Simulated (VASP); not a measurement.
Input of a VASP 6.6.1 run:

Contents of INCAR:

```
PREC     = Accurate       # precision mode
ENCUT    = 520            # plane-wave cutoff, eV
EDIFF    = 1E-7           # SCF threshold, eV
ISMEAR   = -1             # smearing method
SIGMA    = 0.05           # smearing width, eV
LREAL    = Auto         
LASPH    = T              # aspherical terms in the spheres
NELM     = 80             # most SCF steps
ALGO     = Normal         # electronic algorithm
ISIF     = 2              # what is computed and relaxed
LWAVE    = F              # write WAVECAR
LCHARG   = F              # write CHGCAR
NBANDS   = 48             # bands
```

The input KPOINTS:

```
regular mesh
0
Gamma
  1 1 1
```

File POSCAR:

```
Mg15Si8
1.0
    0.0000000000      6.4549100000      6.4549100000
    6.4549100000      0.0000000000      6.4549100000
    6.4549100000      6.4549100000      0.0000000000
Mg Si
15 8
Direct
   -0.0970656446      0.1277399685      0.1964163714
    0.4051102184      0.2668278876      0.4880703217
    0.2026751729      0.1534568259      0.4736781768
    0.2998260239      0.3743274500      0.9965514624
    0.0731691069      0.6919228928      0.1591191821
    0.4040954870      0.8593303392      0.2828544472
    0.1270350787      0.5634935266      0.6877400305
    0.3303066968      0.9009575656      0.8118471055
    0.6718451535      0.1622330908      0.0539434322
    0.8451705756      0.3671468696      0.4690692821
    0.7120083781     -0.0506203805      0.6735260445
    0.7300644006      0.5372964147      0.8427228265
    0.6127118736      0.5003787814      0.2911891878
    0.4873112096      0.6240133480      0.6556636731
    0.9291299182      0.8875801522      0.8441713362
   -0.0054764513      0.1231078357     -0.1053694010
    0.0240204743      0.0315031503      0.4549947249
   -0.0937271008      0.5311615499      0.0995831081
    0.0103874415      0.3857915912      0.6306594515
    0.6741147437     -0.2633576611      0.0044539738
    0.5717043305     -0.0483662824      0.3956058256
    0.4186812829      0.6528905903      0.0977318042
    0.4879231469      0.2706311939      0.7284997002
```

Potentials or basis: VASP PAW LDA potentials, release 64 (Mg, Si).

Launch:

```bash
$ cat potpaw_LDA.64/Mg/POTCAR potpaw_LDA.64/Si/POTCAR > POTCAR
$ mpirun -np 1 vasp_gam > vasp.out
```

Task: Predict the band gap on the k mesh.

Result: 0.62 eV, direct.

Task: Predict the largest force.

Result: 1.744 eV/Å.

Task: Estimate the pressure.

Result: -0.6 GPa.

Forces in eV/Å, atoms in the order of the input:
```
Mg   1.230  1.021  0.090
Mg   0.253  0.133  0.240
Mg  -0.976  0.062 -0.422
Mg   1.035 -0.135 -0.313
Mg  -0.567  0.057 -0.218
Mg   0.955 -0.553  0.149
Mg  -0.129  0.292 -0.210
Mg   0.382 -0.095 -0.044
Mg   0.002 -0.577 -0.888
Mg   0.087  0.542 -0.238
Mg  -0.344 -0.791  0.646
Mg  -0.037  0.292  0.006
Mg  -0.250  0.539 -1.495
Mg  -0.340 -0.279 -0.074
Mg   0.127  0.386  0.645
Si  -0.867 -1.065  1.075
Si  -0.691 -0.090 -0.981
Si   0.025  0.964  1.362
Si  -0.142  0.747 -0.278
Si  -0.073 -0.930  1.018
Si   0.782 -0.121 -0.529
Si   0.009 -0.111 -0.560
Si  -0.473 -0.288  1.018
```
